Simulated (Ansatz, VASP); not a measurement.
# Cu: VASP beside Ansatz

File INCAR:

```
PREC     = Accurate       # precision mode
ENCUT    = 600            # plane-wave cutoff, eV
EDIFF    = 1E-7           # SCF threshold, eV
ISMEAR   = 0              # smearing method
SIGMA    = 0.1            # smearing width, eV
LREAL    = False          # projectors in reciprocal space
LASPH    = True           # aspherical terms in the spheres
NELM     = 100            # most SCF steps
ALGO     = Fast           # electronic algorithm
ISIF     = 3              # what is computed and relaxed
LWAVE    = False          # write WAVECAR
LCHARG   = False          # write CHGCAR
GGA      = PE             # functional
IBRION   = 2              # ionic algorithm
NSW      = 90             # ionic steps
EDIFFG   = -0.04          # ionic threshold
```

File KPOINTS:

```
Automatic mesh
0
Gamma
  6 6 6
```

File POSCAR:

```
Cu
1.0
    0.0000000000      2.3559392742      2.3559392742
    2.3559392742      0.0000000000      2.3559392742
    2.3559392742      2.3559392742      0.0000000000
Cu
2
Direct
    0.5000000000      0.5000000000      0.5000000000
    0.7500000000      0.7500000000      0.7500000000
```

Input for Ansatz:

```yaml
crystal:
  lattice:
    - [0.0, 2.3559392742, 2.3559392742]
    - [2.3559392742, 0.0, 2.3559392742]
    - [2.3559392742, 2.3559392742, 0.0]
  atoms:
    - { symbol: Cu, position: [0.5, 0.5, 0.5] }
    - { symbol: Cu, position: [0.75, 0.75, 0.75] }
basis:
  ecutwfc: 420
kpoints:
  mp_grid: { grid: [6, 6, 6] }
hamiltonian:
  xc: pbe
scf:
  occupations: { method: gaussian, width: 0.1 }
  lower_state_search: "off"
output:
  forces: true
  stress: true
  eigenvalues: true
relax:
  adjacent_minimum: "off"
  f_tol: 0.04
  max_steps: 70
  cell: { stress_tol: 0.4 }
```

Alike in both runs: task relaxation of cell and atoms; functional PBE; k mesh 6 × 6 × 6; occupations gaussian, width 0.1 eV; no spin polarisation.

```csv
,VASP,Ansatz
version,VASP 6.6.1,Ansatz 0.2.0
potentials or method,"VASP PAW PBE potentials, release 64 (Cu)","scalar-relativistic, plane waves, PAW"
plane-wave cutoff (eV),600,420
valence electrons in the cell,22,38
```

```csv
,VASP,Ansatz,Ansatz less VASP
"gap on the k mesh at the Fermi level, each at its own relaxed structure (eV)",none,none,-
relaxed volume (Å³/atom),19.31,19.20,-0.111
relaxed cell length with the largest relative difference (Å),3.794,3.787,-0.0073
energy change over the relaxation (meV/atom),-708,-697,+11.0
```

A gap of «none» marks a metal or a gap that the smearing closes. The two sets of potentials don't hold the same shells in valence.

Caveats: the k mesh is coarse (spacing up to 0.38 Å⁻¹), so the values aren't converged; the volume moved by over 15 % at a fixed basis, so the end points are rough (VASP).
